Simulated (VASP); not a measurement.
# AlN (F-43m) in VASP: notebook

The runs below take AlN through G0W0 quasiparticle levels, band structure, with LDA, HSE06, HSE03, PBE0.

Program: VASP 6.6.1. These are calculated values, not measurements. Logs are shortened: lines on timing, memory, paths and dates and some standing lists are left out, and cuts for length are marked.

### 1 The structure

The structure is cubic, space group F-43m (No. 216). The conventional cell has a = 4.368 Å, b = 4.368 Å, c = 4.368 Å, α = 90.00°, β = 90.00°, γ = 90.00°. Around Al (site symmetry -43m) lie 4 N at 1.89 Å. N (site symmetry -43m) has 4 Al at 1.89 Å as nearest neighbours.

Measurements of this composition are mostly on another form, of space group No. 186.

### 2 G0W0 quasiparticle levels, LDA

Contents of POSCAR:

```
AlN
1.0
    0.0000000000      2.1839935596      2.1839935596
    2.1839935596      0.0000000000      2.1839935596
    2.1839935596      2.1839935596      0.0000000000
Al N
1 1
Direct
    0.0000000000      0.0000000000      0.0000000000
    0.2500000000      0.2500000000      0.2500000000
```

Contents of INCAR.step1:

```
SYSTEM = AlN
ALGO = Normal
EDIFF = 1E-8
ENCUT = 500
GGA = CA
ISMEAR = 0
KPAR = 4
LASPH = .True.
LCHARG = .False.
LREAL = .False.
LWAVE = .True.
NELM = 80
PREC = Accurate
SIGMA = 0.01
```

Contents of INCAR.step2:

```
SYSTEM = AlN
ALGO = Exact
EDIFF = 1E-8
ENCUT = 500
GGA = CA
ISMEAR = 0
ISTART = 1
KPAR = 4
LASPH = .True.
LCHARG = .False.
LOPTICS = .True.
LREAL = .False.
LWAVE = .True.
NBANDS = 137
NELM = 1
PREC = Accurate
SIGMA = 0.01
```

Contents of INCAR.step3:

```
SYSTEM = AlN
ALGO = EVGW0
EDIFF = 1E-8
ENCUT = 500
ENCUTGW = 200
GGA = CA
ISMEAR = 0
ISTART = 1
KPAR = 4
LASPH = .True.
LCHARG = .False.
LREAL = .False.
LWAVE = .False.
NBANDS = 137
NBANDSGW = 12
NELMGW = 1
NOMEGA = 50
PREC = Accurate
PRECFOCK = Fast
SIGMA = 0.01
```

Contents of KPOINTS:

```
k-points
0
Gamma
  6 6 6
  0 0 0
```

Potentials or basis: VASP PAW LDA potentials, release 64 (Al_GW, N_GW).

Run with:

```bash
$ cat potpaw_LDA.64/Al_GW/POTCAR potpaw_LDA.64/N_GW/POTCAR > POTCAR
$ cp INCAR.step1 INCAR
$ mpirun -np 4 vasp_std > vasp.out
$ cp INCAR.step2 INCAR
$ mpirun -np 4 vasp_std > vasp.out
$ cp INCAR.step3 INCAR
$ mpirun -np 4 vasp_std > vasp.out
```

OUTCAR:

```text
SYSTEM = AlN
   EDIFF = 1E-8
   ENCUT = 500
   ENCUTGW = 200
   GGA = CA
   ISMEAR = 0
   ISTART = 1
   LASPH = .True.
   LREAL = .False.
   NELMGW = 1
   PREC = Accurate
   PRECFOCK = Fast

 ion  position               nearest neighbor table
   1  0.000  0.000  0.000-   2 1.89   2 1.89   2 1.89   2 1.89
   2  0.250  0.250  0.250-   1 1.89   1 1.89   1 1.89   1 1.89

  LATTYP: Found a face centered cubic cell.
 ALAT       =     4.3679871192

  Lattice vectors:

 A1 = (   0.0000000000,   2.1839935596,   2.1839935596)
 A2 = (   2.1839935596,   0.0000000000,   2.1839935596)
 A3 = (   2.1839935596,   2.1839935596,   0.0000000000)

Analysis of symmetry for initial positions (statically):
=====================================================================
 Subroutine PRICEL returns:
 Original cell was already a primitive cell.

 Routine SETGRP: Setting up the symmetry group for a
 face centered cubic supercell.

 Subroutine GETGRP returns: Found 24 space group operations
 (whereof 24 operations were pure point group operations)
 out of a pool of 48 trial point group operations.

The static configuration has the point symmetry T_d .

Analysis of symmetry for dynamics (positions and initial velocities):
=====================================================================
 Subroutine PRICEL returns:
 Original cell was already a primitive cell.

 Routine SETGRP: Setting up the symmetry group for a
 face centered cubic supercell.

 Subroutine GETGRP returns: Found 24 space group operations
 (whereof 24 operations were pure point group operations)
 out of a pool of 48 trial point group operations.

The dynamic configuration has the point symmetry T_d .

 Subroutine INISYM returns: Found 24 space group operations
 (whereof 24 operations are pure point group operations),
 and found     1 'primitive' translations

----------------------------------------------------------------------------------------

                                     Primitive cell

  volume of cell :      20.8345

  direct lattice vectors                    reciprocal lattice vectors
     0.000000000  2.183993560  2.183993560    -0.228938404  0.228938404  0.228938404
     2.183993560  0.000000000  2.183993560     0.228938404 -0.228938404  0.228938404
     2.183993560  2.183993560  0.000000000     0.228938404  0.228938404 -0.228938404

  length of vectors
     3.088633312  3.088633312  3.088633312     0.396532948  0.396532948  0.396532948

  position of ions in fractional coordinates (direct lattice)
     0.000000000  0.000000000  0.000000000
     0.250000000  0.250000000  0.250000000

  ion indices of the primitive-cell ions
   primitive index   ion index
                 1           1
                 2           2

----------------------------------------------------------------------------------------

 KPOINTS: k-points

Automatic generation of k-mesh.
 Grid dimensions read from file:
 generate k-points for:    6    6    6

 Generating k-lattice:

  Cartesian coordinates                     Fractional coordinates (reciprocal lattice)
    -0.038156401  0.038156401  0.038156401     0.166666667  0.000000000  0.000000000
     0.038156401 -0.038156401  0.038156401     0.000000000  0.166666667  0.000000000
     0.038156401  0.038156401 -0.038156401     0.000000000  0.000000000  0.166666667

  Length of vectors
     0.066088825  0.066088825  0.066088825

  Shift w.r.t. Gamma in fractional coordinates (k-lattice)
     0.000000000  0.000000000  0.000000000

 Subroutine IBZKPT returns following result:
 ===========================================

 Found     16 irreducible k-points:

 Following reciprocal coordinates:
            Coordinates               Weight
  0.000000  0.000000  0.000000      1.000000
  0.166667  0.000000  0.000000      8.000000
  0.333333  0.000000  0.000000      8.000000
  0.500000  0.000000  0.000000      4.000000
  0.166667  0.166667  0.000000      6.000000
  0.333333  0.166667  0.000000     24.000000
[... 8 lines left out ...]
 -0.333333  0.333333  0.166667     24.000000
 -0.333333  0.500000  0.166667     12.000000
   k-points           NKPTS =     16   k-points in BZ     NKDIM =    216   number of bands    NBANDS=    137
   number of dos      NEDOS =    301   number of ions     NIONS =      2
   total plane-waves  NPLWV =  13824
   dimension x,y,z NGX =    24 NGY =   24 NGZ =   24
   dimension x,y,z NGXF=    48 NGYF=   48 NGZF=   48
   ions per type =               1   1
   NGX,Y,Z   is equivalent  to a cutoff of  12.92, 12.92, 12.92 a.u.
   NGXF,Y,Z  is equivalent  to a cutoff of  25.84, 25.84, 25.84 a.u.
 SYSTEM =  AlN
   PREC   = accura    normal or accurate (medium, high low for compatibility)
   ISTART =      1    job   : 0-new  1-cont  2-samecut
   ICHARG =      0    charge: 1-file 2-atom 10-const
   ISPIN  =      1    spin polarized calculation?
   LNONCOLLINEAR =      F non collinear calculations
   LSORBIT =      F    spin-orbit coupling
   LASPH  =      T    aspherical Exc in radial PAW
   ENCUT  =  500.0 eV  36.75 Ry    6.06 a.u.   5.63  5.63  5.63*2*pi/ulx,y,z
   NELM   =     60;   NELMIN=  2; NELMDL=  0     # of ELM steps
   EDIFF  = 0.1E-07   stopping-criterion for ELM
   LREAL  =      F    real-space projection
   EDIFFG = 0.1E-06   stopping-criterion for IOM
   NSW    =      0    number of steps for IOM
   IBRION =     -1    ionic relax: 0-MD 1-quasi-New 2-CG
   NFREE  =      0    steps in history (QN), initial steepest desc. (CG)
   ISIF   =      0    stress and relaxation
   ISYM   =      3    0-nonsym 1-usesym 2-fastsym
   POTIM  = 0.5000    time-step for ionic-motion
   TEBEG  =    0.0;   TEEND  =   0.0 temperature during run
   PSTRESS=    0.0 pullay stress
   NELECT =       8.0000    total number of electrons
   NUPDOWN=      -1.0000    fix difference up-down
   EMIN   =  10.00;   EMAX   =-10.00  energy-range for DOS
   EFERMI =   0.00;   METHOD = LEGACY
   ISMEAR =     0;   SIGMA  =   0.01  broadening in eV -4-tet -1-fermi 0-gaus
   EFERMI_NEDOS =   21; number of points for ismear=-14 and -15
   IALGO  =     38    algorithm
   IMIX   =      4    mixing-type and parameters
     AMIX     =   0.40;   BMIX     =  1.00
     AMIX_MAG =   1.60;   BMIX_MAG =  1.00
  volume/ion in A,a.u.               =      10.42        70.30
  Fermi-wavevector in a.u.,A,eV,Ry     =   1.189899  2.248583 19.263943  1.415860
  Thomas-Fermi vector in A             =   2.325996
   LORBIT       =      0    0 simple, 1 ext, 2 COOP (PROOUT), +10 PAW based schemes
   GGA     = CA    functional components
   LHFCALC =     T    Hartree Fock is set to
   PRECFOCK=fast      Normal, Fast or Accurate (Low or Medium for compatibility)
   ENCUT4O =  -1.0   cutoff for four orbital integrals eV
   NKREDX  =     1    reduce k-point grid by
   NKREDY  =     1    reduce k-point grid by
   NKREDZ  =     1    reduce k-point grid by
   AEXX    =    1.0000 exact exchange contribution
   HFSCREEN=    0.0000 screening length (either q_TF or 0.3 A-1)
   HFSCREENC=   0.0000 screening length for correlation (either q_TF or 0.3 A-1)
   ENCUTFOCK=  -1.0 apply spherical cutoff to Coloumb kernel
   IVDW    =     0    specifies the selected vdW correction
   LEPSILON=     F    determine dielectric tensor
   LRPA    =     F    only Hartree local field effects (RPA)
   LRPAFORCE           =     F    calculate RPA forces
   ENCUTGW             = 200.0    cutoff for response function in eV
   ENCUTGWSOFT         = 160.0    soft cutoff for Coulomb kernel in GW response function in eV
   ENCUTLF             =  -1.0    cutoff for local field effects
   NELMGW              =     1    number of iterations in solving QP/BSE equation
   NELMHF              =     1    number of iterations in the inner HF iteration
   NKREDLFX            =     1    NKREDLFY  =   1   NKREDLFZ  =   1
 non-spin polarized calculation
 Gauss-broadening in eV      SIGMA  =   0.01
  energy-cutoff  :      500.00
  volume of cell :       20.83
 maximum number of plane-waves:       544
 NGX is ok and might be reduce to    24
  NGX = 14; NGY = 14; NGZ = 14
   NGX = 11   NGY = 11   NGZ = 11
 maximum number of plane-waves:       144

 QP shifts <psi_nk| G(iteration)W_0 |psi_nk>: iteration 1
 for sc-GW calculations column KS-energies equals QP-energies in previous step
 and V_xc(KS)=  KS-energies - (<T + V_ion + V_H > + <T+V_H+V_ion>^1  + <V_x>^1)

 k-point   1 :       0.0000    0.0000    0.0000
  band No.  KS-energies  QP-energies   sigma(KS)   V_xc(KS)     V^pw_x(r,r')   Z            occupation Imag(sigma)

      1      -9.9906     -11.5611     -16.8539     -14.6776     -24.5659       0.7216       2.0000       1.2472
      2       4.8372       3.9752     -18.0075     -16.8922     -20.7130       0.7728       2.0000       0.0545
      3       4.8372       3.9752     -18.0075     -16.8922     -20.7130       0.7728       2.0000       0.0545
      4       4.8372       3.9752     -18.0075     -16.8922     -20.7130       0.7728       2.0000       0.0545
      5       9.0686       9.8313     -11.8357     -12.7842      -7.9530       0.8042       0.0000      -0.0768
      6      17.1621      18.4396      -9.1743     -10.7729      -4.0577       0.7992       0.0000      -0.1224
      7      17.1621      18.4396      -9.1743     -10.7729      -4.0577       0.7992       0.0000      -0.1224
      8      17.1621      18.4396      -9.1743     -10.7729      -4.0577       0.7992       0.0000      -0.1224
      9      22.3557      23.6004      -9.3008     -10.8717      -3.6744       0.7924       0.0000      -0.2720
     10      22.3557      23.6004      -9.3008     -10.8717      -3.6744       0.7924       0.0000      -0.2720
     11      23.7402      24.5501      -9.1145     -10.1481      -2.6191       0.7836       0.0000      -0.7334
     12      23.7402      24.5501      -9.1145     -10.1481      -2.6191       0.7836       0.0000      -0.7334

 k-point   2 :       0.1667    0.0000    0.0000
  band No.  KS-energies  QP-energies   sigma(KS)   V_xc(KS)     V^pw_x(r,r')   Z            occupation Imag(sigma)
[... 225 lines left out ...]
      1      -7.1656      -8.7367     -18.8009     -16.6458     -26.0701       0.7290       2.0000       0.8728
      2       0.4724      -0.6302     -15.3589     -13.8636     -19.0181       0.7373       2.0000       0.1192
      3       2.0190       0.9465     -16.0555     -14.6370     -19.2995       0.7561       2.0000       0.0804
      4       2.2976       1.2672     -15.5797     -14.2284     -18.5498       0.7625       2.0000       0.0687
      5       9.9998      10.8426     -10.4534     -11.4982      -6.4621       0.8067       0.0000      -0.0789
      6      14.9595      16.1447     -10.1771     -11.6519      -5.4348       0.8036       0.0000      -0.0927
      7      17.6492      18.7801     -10.0312     -11.4802      -4.3076       0.7804       0.0000      -0.2322
      8      17.6616      19.1307     -12.6872     -14.6207      -6.8909       0.7598       0.0000      -0.1794
      9      21.1394      22.4037     -10.5782     -12.2697      -4.0266       0.7475       0.0000      -0.3791
     10      24.8003      25.9522      -9.3879     -10.8726      -2.9637       0.7759       0.0000      -0.5258
     11      29.1970      30.6820     -11.1369     -13.0500      -4.0221       0.7762       0.0000      -0.9669
     12      30.3369      31.8067     -10.8273     -12.6845      -4.1012       0.7914       0.0000      -0.9471
```

Run time: 82 s. Hardware: 4 MPI ranks of Intel Xeon Platinum 8488C (Sapphire Rapids), shared host; peak memory 0.49 GiB.

Results:

```
Band gap on the k mesh, mean-field level : 3.22 eV, indirect (least direct gap 4.23 eV)
Quasiparticle gap                        : 4.80 eV
Least direct quasiparticle gap           : 5.86 eV
```

Caveat: the cutoff is under 1.25 times the usual one of these potentials, so pressure, stress and relaxed cells hold a basis-set (Pulay) error; bands, screening cutoff and mesh are small and nothing is extrapolated, so the quasiparticle values aren't converged.

### 3 Band structure, HSE06

POSCAR is that of step 2.

Contents of INCAR.step1:

```
SYSTEM = AlN
ALGO = Normal
EDIFF = 1E-5
ENCUT = 520
GGA = PE
ISIF = 2
ISMEAR = 0
KPAR = 4
LASPH = .True.
LCHARG = .False.
LREAL = .False.
LWAVE = .True.
NBANDS = 11
NELM = 100
PREC = Accurate
SIGMA = 0.02
```

Contents of INCAR.step2:

```
SYSTEM = AlN
ALGO = Normal
EDIFF = 1E-7
ENCUT = 520
GGA = PE
HFSCREEN = 0.2
ISIF = 2
ISMEAR = 0
ISTART = 1
KPAR = 4
LASPH = .True.
LCHARG = .False.
LHFCALC = .True.
LREAL = .False.
LWAVE = .False.
NBANDS = 11
NELM = 100
PREC = Accurate
PRECFOCK = Fast
SIGMA = 0.02
```

Contents of KPOINTS:

```
k-points
0
Gamma
  8 8 8
  0 0 0
```

Contents of KPOINTS_OPT:

```
path GXWKGLUWLK,UX
12
line-mode
reciprocal
 0.0000000000  0.0000000000  0.0000000000  G
 0.5000000000  0.0000000000  0.5000000000  X

 0.5000000000  0.0000000000  0.5000000000  X
 0.5000000000  0.2500000000  0.7500000000  W

 0.5000000000  0.2500000000  0.7500000000  W
 0.3750000000  0.3750000000  0.7500000000  K

 0.3750000000  0.3750000000  0.7500000000  K
 0.0000000000  0.0000000000  0.0000000000  G

 0.0000000000  0.0000000000  0.0000000000  G
 0.5000000000  0.5000000000  0.5000000000  L

 0.5000000000  0.5000000000  0.5000000000  L
 0.6250000000  0.2500000000  0.6250000000  U

 0.6250000000  0.2500000000  0.6250000000  U
 0.5000000000  0.2500000000  0.7500000000  W

 0.5000000000  0.2500000000  0.7500000000  W
 0.5000000000  0.5000000000  0.5000000000  L

 0.5000000000  0.5000000000  0.5000000000  L
 0.3750000000  0.3750000000  0.7500000000  K

 0.6250000000  0.2500000000  0.6250000000  U
 0.5000000000  0.0000000000  0.5000000000  X
```

Potentials or basis: VASP PAW PBE potentials, release 64 (Al, N).

Run with:

```bash
$ cat potpaw_PBE.64/Al/POTCAR potpaw_PBE.64/N/POTCAR > POTCAR
$ cp INCAR.step1 INCAR
$ mpirun -np 4 vasp_std > vasp.out
$ cp INCAR.step2 INCAR
$ mpirun -np 4 vasp_std > vasp.out
```

Run time: 9.5 min. Hardware: 4 MPI ranks of Intel Xeon Platinum 8488C (Sapphire Rapids), shared host; peak memory 0.31 GiB.

It converged, with:

```
Free energy             : -17.4293 eV
Pressure                : -0.6 GPa
Band gap on the k mesh  : 4.57 eV, indirect (least direct gap 5.57 eV)
Band gap along the path : 4.57 eV, indirect (least direct gap 5.57 eV)
```

Levels at the corners of the path, in eV from the valence-band top:
```csv
point,band 1,band 2,band 3,band 4,band 5,band 6,band 7,band 8
Γ,-16.48,0.00,0.00,0.00,5.57,14.27,14.27,14.27
X,-13.62,-5.34,-1.95,-1.95,4.57,10.10,16.13,17.85
X,-13.62,-5.34,-1.95,-1.95,4.57,10.10,16.13,17.85
W,-13.56,-4.12,-3.74,-2.88,7.47,13.13,13.73,14.14
W,-13.56,-4.12,-3.74,-2.88,7.47,13.13,13.73,14.14
K,-13.64,-4.63,-3.92,-1.51,6.53,11.77,15.13,16.10
K,-13.64,-4.63,-3.92,-1.51,6.53,11.77,15.13,16.10
Γ,-16.48,0.00,0.00,0.00,5.57,14.27,14.27,14.27
Γ,-16.48,0.00,0.00,0.00,5.57,14.27,14.27,14.27
L,-14.30,-6.35,-0.54,-0.54,8.90,11.67,12.78,12.78
L,-14.30,-6.35,-0.54,-0.54,8.90,11.67,12.78,12.78
U,-13.64,-4.63,-3.92,-1.51,6.53,11.77,15.13,16.10
U,-13.64,-4.63,-3.92,-1.51,6.53,11.77,15.13,16.10
W,-13.56,-4.12,-3.74,-2.88,7.47,13.13,13.73,14.14
W,-13.56,-4.12,-3.74,-2.88,7.47,13.13,13.73,14.14
L,-14.30,-6.35,-0.54,-0.54,8.90,11.67,12.78,12.78
L,-14.30,-6.35,-0.54,-0.54,8.90,11.67,12.78,12.78
K,-13.64,-4.63,-3.92,-1.51,6.53,11.77,15.13,16.10
U,-13.64,-4.63,-3.92,-1.51,6.53,11.77,15.13,16.10
X,-13.62,-5.34,-1.95,-1.95,4.57,10.10,16.13,17.85
```

Caveat: the PAW data sets were made with another functional, which shifts forces and pressure a little.

(Part 1 of 2 ends here.)
